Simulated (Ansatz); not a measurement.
# Ti9Si: the cost of one run

Program: Ansatz 0.2.0. Level of theory: DFT PBE+D3(BJ), scalar-relativistic, plane waves, PAW. These are calculated values, not measurements.

9 further runs of the same task are left out: 9 set aside as unsound or not needed.

### Step 1. Starting point

It takes space group P6/mmm (No. 191, hexagonal). The conventional cell has a = 4.495 Å, b = 4.495 Å, c = 2.785 Å, α = 90.00°, β = 90.00°, γ = 120.00°. Ti (site symmetry 6/mmm) is surrounded by 14 Ti at 2.79 to 2.95 Å. Around Ti (site symmetry -6m2) lie 11 Ti at 2.59 to 2.95 Å.

Coordinates:

```xyz
3
Lattice="4.4945 0.0000 0.0000 -2.2473 3.8924 0.0000 0.0000 0.0000 2.7853" Properties=species:S:1:pos:R:3 pbc="T T T"
Ti    0.0000    0.0000    0.0000
Ti    0.0000    2.5949    1.3927
Ti    2.2473    1.2975    1.3927
```

It goes back to an entry of the Materials Project, which need not be the stable form.

This cell was relaxed beforehand with the same method: volume 16.24 Å³/atom, gap on the mesh none (metal).

### Step 2. Plan of the scan

Atoms count from 1 in the order of the input.

Si is moved over the surface cell at a fixed height above a rigid substrate; the origin of the map has the adsorbate above Ti9; the height is held at 2.80 Å.

- position of Si10 along the first surface vector, from above Ti9: 4 values from 0.00 to 0.75, periodic
- position of Si10 along the second surface vector, from above Ti9: 4 values from 0.00 to 0.75, periodic

Nothing else is relaxed. Points are written as (first, second).

The two vectors of the plane (Å): (4.495, 0.000, 0.000); (-2.247, 4.786, 0.000).

### Step 3. The run at (2/4, 0/4) of the map's two axes

The cell repeats along c, and a dipole correction in the vacuum removes the field between the copies.

input.yaml

```yaml
crystal:
  lattice:
    - [4.4945043382, 0.0, 0.0]
    - [-2.2472521691, 4.7862921018, 0.0]
    - [0.0, 0.0, 22.4132660637]
  atoms:
    - { symbol: Ti, position: [0.5255594, 0.0511188, 0.1784657349] }
    - { symbol: Ti, position: [0.83067128, 0.66134256, 0.1953093904] }
    - { symbol: Ti, position: [0.13578316, 0.27156632, 0.2121530459] }
    - { symbol: Ti, position: [0.35623068, 0.71246136, 0.2795276677] }
    - { symbol: Ti, position: [0.6645445056, 0.3290253357, 0.2959575213] }
    - { symbol: Ti, position: [0.9709277949, 0.9415834331, 0.3131009545] }
    - { symbol: Ti, position: [0.191859366, 0.3842771862, 0.3807438705] }
    - { symbol: Ti, position: [0.5022405383, 0.0046866772, 0.3942145273] }
    - { symbol: Ti, position: [0.8055868414, 0.6113259178, 0.4155247181] }
    - { symbol: Si, position: [1.3055868414, 0.6113259178, 0.5404507326] }
basis:
  ecutwfc: 420
kpoints:
  mp_grid: { grid: [7, 6, 1] }
hamiltonian:
  xc: pbe
  pseudopotentials: { kind: paw, azcp: { folder: soft_1 } }
  dispersion: d3bj
scf:
  occupations: { method: gaussian, width: 0.1 }
output:
  forces: true
  eigenvalues: true
efield:
  axis: 3
  dipole_correction: true
  ramp_width: 0.04
```

Launch:

```
> ansatz run input.yaml --threads 2 --pin off --max-ram 6144MiB --backend cpu --events-out ev --progress --plain --runs-dir out
```

Q: Estimate wall time and peak memory on 2 threads of Intel Xeon 6975P-C (Granite Rapids), shared host.

About 44 s, with a peak of 1 GiB.
